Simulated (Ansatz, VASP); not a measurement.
## Al: VASP beside Ansatz

Contents of INCAR:

```
SYSTEM = Al
PREC     = Accurate       ! precision mode
ENCUT    = 520            ! plane-wave cutoff, eV
EDIFF    = 1E-7           ! SCF threshold, eV
ISMEAR   = 0              ! smearing method
SIGMA    = 0.15           ! smearing width, eV
LREAL    = .FALSE.        ! projectors in reciprocal space
LASPH    = .TRUE.         ! aspherical terms in the spheres
NELM     = 80             ! most SCF steps
ALGO     = Normal         ! electronic algorithm
ISIF     = 2              ! what is computed and relaxed
LWAVE    = .FALSE.        ! write WAVECAR
LCHARG   = .FALSE.        ! write CHGCAR
GGA      = PE             ! functional
IVDW     = 12             ! dispersion correction
NBANDS   = 8              ! bands
```

Contents of KPOINTS:

```
Automatic mesh
0
G
  20 20 20
  0 0 0
```

The input POSCAR:

```
Al
1.0
    0.0000000000      2.0543397000      1.9936203000
    2.0543397000      0.0000000000      1.9936203000
    2.0543397000      2.0543397000      0.0000000000
Al
1
Direct
    0.0000000000      0.0000000000      0.0000000000
```

Input for Ansatz:

```yaml
crystal:
  lattice:
    - [0.0, 2.0543397, 1.9936203]
    - [2.0543397, 0.0, 1.9936203]
    - [2.0543397, 2.0543397, 0.0]
  atoms:
    - { symbol: Al, position: [0.0, 0.0, 0.0] }
basis:
  ecutwfc: 420
kpoints:
  mp_grid: { grid: [20, 20, 20] }
hamiltonian:
  xc: pbe
  dispersion: d3bj
scf:
  occupations: { method: gaussian, width: 0.15 }
output:
  forces: true
  stress: true
  eigenvalues: true
```

Change from the starting cell: strain +0.015 along x and y, -0.015 along z, atoms carried along.

Alike in both runs: task single point; functional PBE; dispersion D3(BJ); k mesh 20 × 20 × 20; occupations gaussian, width 0.15 eV; no spin polarisation.

```csv
,VASP,Ansatz
version,VASP 6.6.1,Ansatz 0.2.0
potentials or method,"VASP PAW PBE potentials, release 64 (Al)","scalar-relativistic, plane waves, PAW"
plane-wave cutoff (eV),520,420
valence electrons in the cell,3,3
```

|  | VASP | Ansatz | Ansatz less VASP |
| --- | --- | --- | --- |
| gap on the k mesh at the Fermi level (eV) | none | none | - |
| pressure (GPa) | -4.7 | -4.7 | +0.04 |
| largest component of the traceless stress (GPa) | 0.53 | 0.53 | +0.005 |

A gap of «none» marks a metal or a gap that the smearing closes.

Caveats: pairwise dispersion overbinds metals, which lowers pressure and volume.
